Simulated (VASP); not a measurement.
# Band gap of NaH at several levels of theory, part 2 of 2

Aim: the gap of NaH on one structure at many levels of theory. The starting structure is a measured crystal structure from the Crystallography Open Database. Cell and atoms stay as given. Meshes and data sets differ where the inputs say so.

VASP 6.6.1.

Results so far: LDA 3.358 eV; PBE 3.706 eV; r2SCAN 4.313 eV.

**6. Bands with HSE06**

Level of this step: HSE06; plane waves and PAW (Na_pv, H) (VASP).

HSE06 mixes in a quarter of exact exchange at short range, at far higher cost; in semiconductors this cures much of the gap error, while metals seldom gain. This run uses a 5×5×5 mesh. Its starting orbitals come from a semilocal run on the same mesh, not shown.

Contents of INCAR:

```
SYSTEM = NaH
PREC = Accurate
ENCUT = 350
EDIFF = 1E-06
NELM = 100
ISMEAR = 0
SIGMA = 0.03
LREAL = .FALSE.
ALGO = Normal
LHFCALC = .TRUE.
AEXX = 0.25
GGA = PE
HFSCREEN = 0.2
LASPH = .TRUE.
NBANDS = 10
PRECFOCK = Fast
LORBIT = 11
LWAVE = .FALSE.
LCHARG = .FALSE.
KPAR = 4
```

Contents of POSCAR:

```
NaH
1.0
    0.0000000000      2.4400000000      2.4400000000
    2.4400000000      0.0000000000      2.4400000000
    2.4400000000      2.4400000000      0.0000000000
Na H
1 1
Direct
    0.0000000000      0.0000000000      0.0000000000
    0.5000000000      0.5000000000      0.5000000000
```

Contents of KPOINTS:

```
Automatic mesh
0
Gamma
5 5 5
0 0 0
```

Contents of KPOINTS_OPT:

```
Line mode
10
Line-mode
Reciprocal
  0.00000000   0.00000000   0.00000000 GAMMA
  0.50000000   0.00000000   0.50000000 X

  0.50000000   0.00000000   0.50000000 X
  0.50000000   0.25000000   0.75000000 W

  0.50000000   0.25000000   0.75000000 W
  0.37500000   0.37500000   0.75000000 K

  0.37500000   0.37500000   0.75000000 K
  0.00000000   0.00000000   0.00000000 GAMMA

  0.00000000   0.00000000   0.00000000 GAMMA
  0.50000000   0.50000000   0.50000000 L

  0.50000000   0.50000000   0.50000000 L
  0.62500000   0.25000000   0.62500000 U

  0.62500000   0.25000000   0.62500000 U
  0.50000000   0.25000000   0.75000000 W

  0.50000000   0.25000000   0.75000000 W
  0.50000000   0.50000000   0.50000000 L

  0.50000000   0.50000000   0.50000000 L
  0.37500000   0.37500000   0.75000000 K

  0.62500000   0.25000000   0.62500000 U
  0.50000000   0.00000000   0.50000000 X
```

The projector-augmented-wave data sets are Na_pv and H (PBE family, release 64).

The run is started by

```
mpirun -np 4 vasp_std
```

Numbers of over 12 decimals in the logs are rounded to 6 here.

What it wrote:

```text
[banner, memory and clock lines left out]
running    4 mpi-ranks, on    1 nodes
[...]
LDA part: xc-table for (Slater+PW92), standard interpolation
 found WAVECAR, reading the header
 POSCAR, INCAR and KPOINTS ok, starting setup
[...]
reading WAVECAR
 the WAVECAR file was read successfully
 initial charge from wavefunction
 entering main loop
       N       E                     dE             d eps       ncg     rms          rms(c)
DAV:   1    -0.577494229611E+01   -0.57749E+01   -0.59456E-01   210   0.744E+00    0.589E-01
DAV:   2    -0.577102562198E+01    0.39167E-02   -0.15056E-02   206   0.180E+00    0.368E-01
DAV:   3    -0.576647607783E+01    0.45495E-02   -0.44072E-03   228   0.948E-01    0.180E-01
DAV:   4    -0.576561348430E+01    0.86259E-03   -0.19809E-03   214   0.429E-01    0.766E-02
[...]
DAV:   8    -0.576556352979E+01   -0.39969E-05   -0.21497E-06   204   0.113E-02    0.815E-03
DAV:   9    -0.576556524767E+01   -0.17179E-05   -0.44669E-07   118   0.520E-03    0.531E-03
DAV:  10    -0.576556600492E+01   -0.75725E-06   -0.17845E-07   102   0.303E-03
   1 F= -.57655660E+01 E0= -.57655660E+01  d E =-.101435E-25
 Start KPOINTS_OPT (optional k-point list driver)
k-point batch [1-10\100]
       N       E                     dE             ncg
DAV:   1    -0.128099175702E+04   -0.26116E+04      210
DAV:   2    -0.165788658359E+04   -0.37689E+03      206
DAV:   3    -0.166793550333E+04   -0.10049E+02      262
DAV:   4    -0.166803092075E+04   -0.95417E-01      236
DAV:   5    -0.166803181149E+04   -0.89074E-03      260
DAV:   6    -0.166803182345E+04   -0.11960E-04      248
DAV:   7    -0.166803182362E+04   -0.16170E-06      194
[...]
k-point batch [91-100\100]
       N       E                     dE             ncg
DAV:   1    -0.125320877812E+04   -0.39826E+04      210
DAV:   2    -0.161956668630E+04   -0.36636E+03      204
DAV:   3    -0.162778080120E+04   -0.82141E+01      230
DAV:   4    -0.162785694500E+04   -0.76144E-01      236
DAV:   5    -0.162785757261E+04   -0.62762E-03      240
DAV:   6    -0.162785758085E+04   -0.82322E-05      240
DAV:   7    -0.162785758096E+04   -0.11278E-06      168
```

Elapsed: 2.4 min, on 4 MPI ranks of AMD EPYC 7R43, shared host; peak memory 0.82 GiB.

From OUTCAR (step 6):

```text
 POSITION                                       TOTAL-FORCE (eV/Angst)
 -----------------------------------------------------------------------------------
      0.00000      0.00000      0.00000        -0.000000     -0.000000     -0.000000
      2.44000      2.44000      2.44000         0.000000      0.000000      0.000000
 -----------------------------------------------------------------------------------
    total drift:                               -0.000000     -0.000000      0.000000

  FREE ENERGIE OF THE ION-ELECTRON SYSTEM (eV)
  ---------------------------------------------------
  free  energy   TOTEN  =        -5.7655660049 eV

  energy  without entropy=       -5.7655660049  energy(sigma->0) =       -5.76556600

[... 1 part as in an earlier step ...]

[... 2 further parts left out ...]
[key lines of the parts left out:]
E-fermi :  -1.8274
```

HSE06 gives a least gap of 4.754 eV, and a least direct gap of 5.689 eV. The least gap is +1.396 eV from that of LDA, on another mesh, which alone can move a gap by some hundredths of an eV.

**7. Bands with PBE0**

PBE0 keeps a quarter of exact exchange at all ranges; it tends to overshoot small gaps. This run uses a 5×5×5 mesh. It starts from the orbitals of an earlier run, not shown.

INCAR, as its differences from that of step 6:

```diff
@@ -12,3 +12,2 @@
 GGA = PE
-HFSCREEN = 0.2
 LASPH = .TRUE.
@@ -16,2 +15,3 @@
 PRECFOCK = Fast
+HFRCUT = -1
 LORBIT = 11
```

POSCAR is that of step 6.

KPOINTS is that of step 6.

KPOINTS_OPT is that of step 6.

The run is started by

```
mpirun -np 4 vasp_std
```

What it wrote:

```text
[banner, memory and clock lines left out]
running    4 mpi-ranks, on    1 nodes
[...]
LDA part: xc-table for (Slater+PW92), standard interpolation
 found WAVECAR, reading the header
 POSCAR, INCAR and KPOINTS ok, starting setup
[...]
HFRCUT set to (new)   9.535430
 reading WAVECAR
 the WAVECAR file was read successfully
 initial charge from wavefunction
 entering main loop
       N       E                     dE             d eps       ncg     rms          rms(c)
DAV:   1    -0.611099988586E+01   -0.61110E+01   -0.57777E-01   208   0.742E+00    0.566E-01
DAV:   2    -0.611008524505E+01    0.91464E-03   -0.18940E-02   206   0.180E+00    0.372E-01
DAV:   3    -0.610541832778E+01    0.46669E-02   -0.38035E-03   230   0.958E-01    0.191E-01
DAV:   4    -0.610436665140E+01    0.10517E-02   -0.20023E-03   212   0.441E-01    0.832E-02
[...]
DAV:   8    -0.610428927726E+01   -0.38305E-05   -0.27705E-06   202   0.119E-02    0.821E-03
DAV:   9    -0.610429073736E+01   -0.14601E-05   -0.38068E-07   106   0.506E-03    0.534E-03
DAV:  10    -0.610429134553E+01   -0.60818E-06   -0.13906E-07   102   0.281E-03
   1 F= -.61042913E+01 E0= -.61042913E+01  d E =-.114214E-27
 Start KPOINTS_OPT (optional k-point list driver)
k-point batch [1-10\100]
       N       E                     dE             ncg
DAV:   1    -0.128976435694E+04   -0.26203E+04      204
DAV:   2    -0.168924425889E+04   -0.39948E+03      206
DAV:   3    -0.170024829279E+04   -0.11004E+02      256
DAV:   4    -0.170036038339E+04   -0.11209E+00      232
DAV:   5    -0.170036150201E+04   -0.11186E-02      260
DAV:   6    -0.170036151732E+04   -0.15306E-04      248
DAV:   7    -0.170036151757E+04   -0.25147E-06      202
[...]
k-point batch [91-100\100]
       N       E                     dE             ncg
DAV:   1    -0.127935961735E+04   -0.40087E+04      210
DAV:   2    -0.165112197131E+04   -0.37176E+03      204
DAV:   3    -0.165936457639E+04   -0.82426E+01      230
DAV:   4    -0.165944095370E+04   -0.76377E-01      236
DAV:   5    -0.165944160156E+04   -0.64786E-03      240
DAV:   6    -0.165944161037E+04   -0.88062E-05      240
DAV:   7    -0.165944161049E+04   -0.12530E-06      168
```

The job ended after 2.1 min (4 MPI ranks; peak memory 0.48 GiB; 8.6 min of CPU time).

OUTCAR, selected parts (step 7):

```text
 POSITION                                       TOTAL-FORCE (eV/Angst)
 -----------------------------------------------------------------------------------
      0.00000      0.00000      0.00000        -0.000000     -0.000000      0.000000
      2.44000      2.44000      2.44000         0.000000      0.000000      0.000000
 -----------------------------------------------------------------------------------
    total drift:                               -0.000000      0.000000     -0.000000

  FREE ENERGIE OF THE ION-ELECTRON SYSTEM (eV)
  ---------------------------------------------------
  free  energy   TOTEN  =        -6.1042913455 eV

  energy  without entropy=       -6.1042913455  energy(sigma->0) =       -6.10429135

[... 2 parts as in an earlier step ...]

[... 1 further part left out ...]
[key lines of the parts left out:]
E-fermi :  -2.1941
```

PBE0 gives a least gap of 5.436 eV, and a least direct gap of 6.390 eV. The least gap is +2.078 eV from that of LDA, on another mesh, which alone can move a gap by some hundredths of an eV.

**8. Bands with r2SCAN-EpsX**

Here the share of exact exchange is set to the inverse of the computed dielectric constant, since screening weakens exchange. This run uses a 5×5×5 mesh. It starts from the orbitals of an earlier run, not shown.

INCAR, as its differences from that of step 7:

```diff
@@ -10,4 +10,4 @@
 LHFCALC = .TRUE.
-AEXX = 0.25
-GGA = PE
+AEXX = 0.3
+METAGGA = R2SCAN
 LASPH = .TRUE.
```

POSCAR is that of step 7.

KPOINTS is that of step 7.

KPOINTS_OPT is that of step 7.

The run is started by

```
mpirun -np 4 vasp_std
```

What it wrote:

```text
[banner, memory and clock lines left out]
running    4 mpi-ranks, on    1 nodes
[...]
[... a notice as in an earlier step ...]

 LDA part: xc-table for (None), standard interpolation
 found WAVECAR, reading the header
 POSCAR, INCAR and KPOINTS ok, starting setup
[...]
HFRCUT set to (new)   9.535430
 reading WAVECAR
 the WAVECAR file was read successfully
 initial charge from wavefunction
 entering main loop
       N       E                     dE             d eps       ncg     rms          rms(c)
DAV:   1    -0.804773329741E+01   -0.80477E+01   -0.10757E+00   200   0.103E+01    0.697E-01
DAV:   2    -0.805155514787E+01   -0.38219E-02   -0.34130E-02   238   0.204E+00    0.474E-01
DAV:   3    -0.804382486321E+01    0.77303E-02   -0.56574E-03   230   0.129E+00    0.254E-01
DAV:   4    -0.804149901750E+01    0.23258E-02   -0.29211E-03   216   0.628E-01    0.117E-01
[...]
DAV:  13    -0.804088885462E+01    0.16561E-05   -0.86339E-09   100   0.995E-04    0.106E-03
DAV:  14    -0.804088778825E+01    0.10664E-05   -0.39674E-09   100   0.633E-04    0.665E-04
DAV:  15    -0.804088710173E+01    0.68651E-06   -0.18180E-09   100   0.437E-04
   1 F= -.80408871E+01 E0= -.80408871E+01  d E =-.264109E-33
 Start KPOINTS_OPT (optional k-point list driver)
k-point batch [1-10\100]
       N       E                     dE             ncg
DAV:   1    -0.136030828197E+04   -0.26909E+04      204
DAV:   2    -0.178356908993E+04   -0.42326E+03      204
DAV:   3    -0.179492117227E+04   -0.11352E+02      264
DAV:   4    -0.179504241643E+04   -0.12124E+00      250
DAV:   5    -0.179504376289E+04   -0.13465E-02      260
DAV:   6    -0.179504378320E+04   -0.20309E-04      248
DAV:   7    -0.179504378358E+04   -0.38176E-06      222
[...]
k-point batch [91-100\100]
       N       E                     dE             ncg
DAV:   1    -0.134489189567E+04   -0.40743E+04      218
DAV:   2    -0.174494896581E+04   -0.40006E+03      202
DAV:   3    -0.175388642672E+04   -0.89375E+01      230
DAV:   4    -0.175398466064E+04   -0.98234E-01      240
DAV:   5    -0.175398582832E+04   -0.11677E-02      238
DAV:   6    -0.175398584994E+04   -0.21622E-04      240
DAV:   7    -0.175398585034E+04   -0.39645E-06      176
```

The job ended after 2.7 min (4 MPI ranks; peak memory 0.49 GiB).

Parts of OUTCAR (step 8):

```text
 POSITION                                       TOTAL-FORCE (eV/Angst)
 -----------------------------------------------------------------------------------
      0.00000      0.00000      0.00000         0.000000     -0.000000     -0.000000
      2.44000      2.44000      2.44000        -0.000000      0.000000      0.000000
 -----------------------------------------------------------------------------------
    total drift:                               -0.000000     -0.000000     -0.000000

  FREE ENERGIE OF THE ION-ELECTRON SYSTEM (eV)
  ---------------------------------------------------
  free  energy   TOTEN  =        -8.0408871017 eV

  energy  without entropy=       -8.0408871017  energy(sigma->0) =       -8.04088710

[... 2 parts as in an earlier step ...]

[... 1 further part left out ...]
[key lines of the parts left out:]
E-fermi :  -2.5797
```

r2SCAN-EpsX gives a least gap of 6.133 eV, and a least direct gap of 7.091 eV. The least gap is +2.775 eV from that of LDA, on another mesh, which alone can move a gap by some hundredths of an eV.

**9. The runs compared**

```tsv
level	ended	gap (eV)	least direct gap (eV)	mesh	core minutes
LDA	converged	3.358	4.257	8×8×8	0.48
PBE	converged	3.706	4.548	8×8×8	0.52
r2SCAN	converged	4.313	5.134	8×8×8	2.2
TB-mBJ	not converged	-	-	8×8×8	4.53
HSE06	converged	4.754	5.689	5×5×5	9.4
PBE0	converged	5.436	6.39	5×5×5	8.6
r2SCAN-EpsX	converged	6.133	7.091	5×5×5	10.7
```

Core minutes are wall time times ranks of the run shown, on a shared host.

**10. Summary of results**

* gap, LDA: 3.358 eV
* gap, PBE: 3.706 eV
* gap, r2SCAN: 4.313 eV
* gap, HSE06: 4.754 eV
* gap, PBE0: 5.436 eV
* gap, r2SCAN-EpsX: 6.133 eV

In words: Without spin-orbit coupling the gap of NaH runs from 3.358 eV (LDA) to 6.133 eV (r2SCAN-EpsX). HSE06 gives +1.05 eV from PBE, on another mesh, which alone can move a gap by some hundredths of an eV. These are gaps between Kohn-Sham or generalised Kohn-Sham levels of a static lattice, without excitons or temperature. No result to use came from TB-mBJ. Further runs on this material are not shown.

[Lines on the potential files, build, host, timing and source positions are cut from VASP's logs without a mark.]

[Logs are printed without paths, hosts, clocks, repeated set-up lines and the standing remarks that a program may print on its own settings, such as how far it seeks lower states.]

[Hosts, paths, dates, database ids (printed as entryN), source tags and the programs' standing remarks are cut or masked in the printed files.]
